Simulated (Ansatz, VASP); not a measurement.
PtS2: VASP beside Ansatz

Contents of INCAR:

```
PREC = Accurate ; ENCUT = 520
EDIFF = 1E-7 ; ISMEAR = -1
SIGMA = 0.05 ; LREAL = F
LASPH = T ; NELM = 100
ALGO = Normal ; ISIF = 2
LWAVE = F ; LCHARG = F
GGA = PE ; NBANDS = 18
```

The input KPOINTS:

```
regular mesh
0
Gamma
  9 9 5
```

POSCAR

```
PtS2
1.0
    3.6126921524      0.0000000000      0.0000000000
   -1.8063460762      3.1286831800      0.0000000000
    0.0000000000      0.0000000000      5.1376250896
Pt S
1 2
Direct
    0.0000000000      0.0000000000      0.0000000000
    0.6666666667      0.3333333333      0.7730000000
    0.3333333333      0.6666666667      0.2270000000
```

input.yaml

```yaml
crystal:
  lattice:
    - [3.6126921524, 0.0, 0.0]
    - [-1.8063460762, 3.12868318, 0.0]
    - [0.0, 0.0, 5.1376250896]
  atoms:
    - { symbol: Pt, position: [0.0, 0.0, 0.0] }
    - { symbol: S, position: [0.6666666667, 0.3333333333, 0.773] }
    - { symbol: S, position: [0.3333333333, 0.6666666667, 0.227] }
hamiltonian:
  xc: pbe
  pseudopotentials: { kind: paw }
kpoints:
  mp_grid: { grid: [9, 9, 5] }
scf:
  occupations: { method: fermi_dirac, width: 0.05 }
output:
  forces: true
  stress: true
  eigenvalues: true
```

Change from the starting cell: volume scaled by 1.06.

Alike in both runs: task single point; functional PBE; k mesh 9 × 9 × 5; occupations fermi-dirac, width 0.05 eV; no spin polarisation.

|  | VASP | Ansatz |
| --- | --- | --- |
| version | VASP 6.6.1 | Ansatz 0.2.0 |
| potentials or method | VASP PAW PBE potentials, release 64 (Pt, S) | Ansatz PAW |
| plane-wave cutoff (eV) | 520 | 420 |
| valence electrons in the cell | 22 | 30 |

```tsv
	VASP	Ansatz	Ansatz less VASP
gap on the k mesh at the Fermi level (eV)	0.96	0.95	-0.008
least direct gap on the mesh (eV)	1.01	1.01	-0.006
pressure (GPa)	2.1	2.5	+0.44
largest component of the traceless stress (GPa)	1.65	1.50	-0.153
rms of the force components (eV/Å)	0.183	0.201	+0.0174
```

Atom by atom the forces differ by 0.017 eV/Å (rms over components). The two sets of potentials don't hold the same shells in valence.

Caveats: spin-orbit coupling is left out, which moves the levels of the heavy elements; an odd mesh through Γ misses points on the zone boundary, where band edges often lie (VASP); odd divisions of the mesh miss points on the zone boundary, where band edges often lie, so the gap on the mesh can be too wide (Ansatz).
